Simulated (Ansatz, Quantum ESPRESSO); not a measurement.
This is a calculation of Al (Aluminum) for Ansatz 0.2.0. 

Contents of input.yaml:

```yaml
crystal:
  lattice:
    - [0.0, 2.024805, 2.024805]
    - [2.024805, 0.0, 2.024805]
    - [2.024805, 2.024805, 0.0]
  atoms:
    - { symbol: Al, position: [0.0, 0.0, 0.0] }
kpoints:
  mp_grid: { grid: [11, 11, 11] }
scf:
  occupations: { method: fermi_dirac, width: 0.05 }
hamiltonian:
  xc: pbesol
  pseudopotentials: { kind: all_electron, lapw: { basis_error: 0.001 } }
output:
  forces: true
  stress: true
relax:
  f_tol: 0.005
  max_steps: 60
  cell: {}
```

Potentials or basis: all-electron LAPW, scalar-relativistic.

Launch:

```console
$ ansatz run input.yaml --threads 1 --pin off --max-ram 3072MiB --backend cpu --events-out ev --progress --plain --runs-dir out
```

Task: What does the same run look like in Quantum ESPRESSO 7.5 (ASE script)? Potentials or basis there: PseudoDojo 0.4.1 SR PBE standard, cutoff 544 eV.

Result: As run (cutoffs and basis follow the program's own potentials, and thresholds, step limits or extra output files can differ):

run.py

```python
import numpy as np
from ase.calculators.espresso import Espresso, EspressoProfile
import spglib
from ase import Atoms
from ase.io import read

atoms = read('Al.cif')
cell, pos, num = spglib.standardize_cell((atoms.cell[:], atoms.get_scaled_positions(), atoms.numbers), to_primitive=True, symprec=1e-4)
atoms = Atoms(numbers=num, cell=cell, scaled_positions=pos, pbc=True)

input_data = {
    'control': {'calculation': 'scf', 'prefix': 'pwscf', 'outdir': './tmp', 'tprnfor': True, 'tstress': True, 'disk_io': 'low'},
    'system': {'ecutwfc': 40.0, 'nbnd': 6, 'input_dft': 'pbesol', 'occupations': 'smearing', 'smearing': 'fd', 'degauss': 0.00367493},
    'electrons': {'conv_thr': 2e-10, 'electron_maxstep': 120, 'mixing_beta': 0.5},
}
pseudopotentials = {'Al': 'Al.upf'}
profile = EspressoProfile(command='pw.x', pseudo_dir='pseudo')
dft = Espresso(profile=profile, input_data=input_data, pseudopotentials=pseudopotentials, kpts=(11, 11, 11), koffset=(0, 0, 0))
atoms.calc = dft

from ase.optimize import BFGS
from ase.filters import FrechetCellFilter
done = BFGS(FrechetCellFilter(atoms), trajectory='opt.traj').run(fmax=0.02, steps=30)
print('converged', done)
print('cell (A)', np.round(atoms.cell.cellpar(), 5))
print(f'energy {atoms.get_potential_energy():.8f} eV')
print('forces (eV/A)')
print(np.round(atoms.get_forces(), 6))
print('stress (eV/A^3, Voigt)')
print(np.round(atoms.get_stress(), 8))
print(f'Fermi level {dft.get_fermi_level():.4f} eV')
```

File Al.cif:

```cif
data_Al
_cell_length_a 4.04961000
_cell_length_b 4.04961000
_cell_length_c 4.04961000
_cell_angle_alpha 90.00000000
_cell_angle_beta 90.00000000
_cell_angle_gamma 90.00000000
_space_group_name_H-M_alt 'Fm-3m'
_space_group_name_Hall '-F 4 2 3'
_space_group_IT_number 225
loop_
_space_group_symop_operation_xyz
'x,y,z'
'-x,-y,-z'
'-y,x,z'
'y,-x,-z'
'-x,-y,z'
'x,y,-z'
'y,-x,z'
'-y,x,-z'
'x,-y,-z'
'-x,y,z'
'-y,-x,-z'
'y,x,z'
'-x,y,-z'
'x,-y,z'
'y,x,-z'
'-y,-x,z'
'z,x,y'
'-z,-x,-y'
'z,-y,x'
'-z,y,-x'
'z,-x,-y'
'-z,x,y'
'z,y,-x'
'-z,-y,x'
'-z,x,-y'
'z,-x,y'
'-z,-y,-x'
'z,y,x'
'-z,-x,y'
'z,x,-y'
'-z,y,x'
'z,-y,-x'
'y,z,x'
'-y,-z,-x'
'x,z,-y'
'-x,-z,y'
'-y,z,-x'
'y,-z,x'
'-x,z,y'
'x,-z,-y'
'-y,-z,x'
'y,z,-x'
'-x,-z,-y'
'x,z,y'
'y,-z,-x'
'-y,z,x'
'x,-z,y'
'-x,z,-y'
'x,y+1/2,z+1/2'
'-x,-y+1/2,-z+1/2'
'-y,x+1/2,z+1/2'
'y,-x+1/2,-z+1/2'
'-x,-y+1/2,z+1/2'
'x,y+1/2,-z+1/2'
'y,-x+1/2,z+1/2'
'-y,x+1/2,-z+1/2'
'x,-y+1/2,-z+1/2'
'-x,y+1/2,z+1/2'
'-y,-x+1/2,-z+1/2'
'y,x+1/2,z+1/2'
[... 40 lines left out ...]
'-x+1/2,-y,z+1/2'
'x+1/2,y,-z+1/2'
'y+1/2,-x,z+1/2'
'-y+1/2,x,-z+1/2'
'x+1/2,-y,-z+1/2'
'-x+1/2,y,z+1/2'
'-y+1/2,-x,-z+1/2'
'y+1/2,x,z+1/2'
'-x+1/2,y,-z+1/2'
'x+1/2,-y,z+1/2'
'y+1/2,x,-z+1/2'
'-y+1/2,-x,z+1/2'
'z+1/2,x,y+1/2'
'-z+1/2,-x,-y+1/2'
'z+1/2,-y,x+1/2'
'-z+1/2,y,-x+1/2'
'z+1/2,-x,-y+1/2'
'-z+1/2,x,y+1/2'
'z+1/2,y,-x+1/2'
'-z+1/2,-y,x+1/2'
'-z+1/2,x,-y+1/2'
'z+1/2,-x,y+1/2'
'-z+1/2,-y,-x+1/2'
'z+1/2,y,x+1/2'
'-z+1/2,-x,y+1/2'
'z+1/2,x,-y+1/2'
'-z+1/2,y,x+1/2'
'z+1/2,-y,-x+1/2'
'y+1/2,z,x+1/2'
'-y+1/2,-z,-x+1/2'
'x+1/2,z,-y+1/2'
'-x+1/2,-z,y+1/2'
'-y+1/2,z,-x+1/2'
'y+1/2,-z,x+1/2'
'-x+1/2,z,y+1/2'
'x+1/2,-z,-y+1/2'
'-y+1/2,-z,x+1/2'
'y+1/2,z,-x+1/2'
'-x+1/2,-z,-y+1/2'
'x+1/2,z,y+1/2'
'y+1/2,-z,-x+1/2'
'-y+1/2,z,x+1/2'
'x+1/2,-z,y+1/2'
'-x+1/2,z,-y+1/2'
'x+1/2,y+1/2,z'
'-x+1/2,-y+1/2,-z'
'-y+1/2,x+1/2,z'
'y+1/2,-x+1/2,-z'
'-x+1/2,-y+1/2,z'
'x+1/2,y+1/2,-z'
'y+1/2,-x+1/2,z'
'-y+1/2,x+1/2,-z'
'x+1/2,-y+1/2,-z'
'-x+1/2,y+1/2,z'
'-y+1/2,-x+1/2,-z'
'y+1/2,x+1/2,z'
'-x+1/2,y+1/2,-z'
'x+1/2,-y+1/2,z'
'y+1/2,x+1/2,-z'
'-y+1/2,-x+1/2,z'
'z+1/2,x+1/2,y'
'-z+1/2,-x+1/2,-y'
'z+1/2,-y+1/2,x'
'-z+1/2,y+1/2,-x'
'z+1/2,-x+1/2,-y'
'-z+1/2,x+1/2,y'
'z+1/2,y+1/2,-x'
'-z+1/2,-y+1/2,x'
'-z+1/2,x+1/2,-y'
'z+1/2,-x+1/2,y'
'-z+1/2,-y+1/2,-x'
'z+1/2,y+1/2,x'
'-z+1/2,-x+1/2,y'
'z+1/2,x+1/2,-y'
'-z+1/2,y+1/2,x'
'z+1/2,-y+1/2,-x'
'y+1/2,z+1/2,x'
'-y+1/2,-z+1/2,-x'
'x+1/2,z+1/2,-y'
'-x+1/2,-z+1/2,y'
'-y+1/2,z+1/2,-x'
'y+1/2,-z+1/2,x'
'-x+1/2,z+1/2,y'
'x+1/2,-z+1/2,-y'
'-y+1/2,-z+1/2,x'
'y+1/2,z+1/2,-x'
'-x+1/2,-z+1/2,-y'
'x+1/2,z+1/2,y'
'y+1/2,-z+1/2,-x'
'-y+1/2,z+1/2,x'
'x+1/2,-z+1/2,y'
'-x+1/2,z+1/2,-y'
loop_
_atom_site_label
_atom_site_type_symbol
_atom_site_symmetry_multiplicity
_atom_site_Wyckoff_symbol
_atom_site_fract_x
_atom_site_fract_y
_atom_site_fract_z
_atom_site_occupancy
Al1 Al 4 a 0.0000000000 0.0000000000 0.0000000000 1
```

Potentials or basis: PseudoDojo 0.4.1 SR PBE standard.

Run with:

```sh
$ OMP_NUM_THREADS=1 python run.py
```

Both were run:

|  | Ansatz | Quantum ESPRESSO |
| --- | --- | --- |
| Relaxed volume | 16.21 Å³/atom | 16.29 Å³/atom |
| Relaxed cell | a = 2.841 Å, b = 2.841 Å, c = 2.841 Å, α = 60.00°, β = 60.00°, γ = 60.00° | a = 2.846 Å, b = 2.846 Å, c = 2.846 Å, α = 60.00°, β = 60.00°, γ = 60.00° |
| Space group after relaxing | Fm-3m (No. 225) | Fm-3m (No. 225) |
| Pressure after relaxing | 0.0 GPa | 0.0 GPa |

Quantum ESPRESSO's potentials were made for PBE.

Where Ansatz's input types no cutoff or centring, it takes its own default and a Γ-centred mesh.

Pressure is positive in compression.
